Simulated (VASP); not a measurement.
**InN (wurtzite): computed properties**

These are PBEsol GGA, VASP's PBE PAW potentials (set 64) (plane waves; VASP) values and carry that method's errors.

| Quantity | Result |
|---|---|
| space group | P6_3mc (186) |
| cell | a = b = 3.5381 Å, c = 5.7119 Å, α = β = 90.00°, γ = 120.00° |
| volume per atom | 15.48 Å³/atom |
| band gap (over mesh and band path) | none (metal, semimetal or under 0.01 eV) |
| band gap with spin-orbit coupling | none (metallic) |
| density | 6.91 g/cm³ |

```cif
data_In2N2
_chemical_formula_sum 'In2 N2'
_space_group_name_H-M_alt 'P63mc'
_space_group_IT_number 186
_space_group_name_Hall 'P 6c -2c'
_cell_length_a 3.53811
_cell_length_b 3.53811
_cell_length_c 5.71188
_cell_angle_alpha 90.000
_cell_angle_beta 90.000
_cell_angle_gamma 120.000
loop_
_atom_site_label
_atom_site_type_symbol
_atom_site_symmetry_multiplicity
_atom_site_Wyckoff_symbol
_atom_site_fract_x
_atom_site_fract_y
_atom_site_fract_z
_atom_site_occupancy
In1 In 2 b 0.66667 0.33333 0.49989 1
N1 N 2 b 0.33333 0.66667 0.37911 1
```

Measured: a 3.537 Å (computed value off by +0.0 %), as given by M J Lucero et al., Journal of Physics Condensed Matter (2012), arXiv:1111.4515; c 5.703 Å at 300 K (computed value off by +0.2 %), as given by I. Vurgaftman et al., Journal of Applied Physics (2001), doi:10.1063/1.1368156. The calculation is for a static lattice, while the measured a, c hold thermal and zero-point effects, which are part of the difference. Unless said otherwise, spin-orbit coupling is left out, though it shifts the bands of the heavy elements here.

The compound is InN in the wurtzite structure. It was relaxed first. Symmetry was kept, so distortions that lower it aren't found.
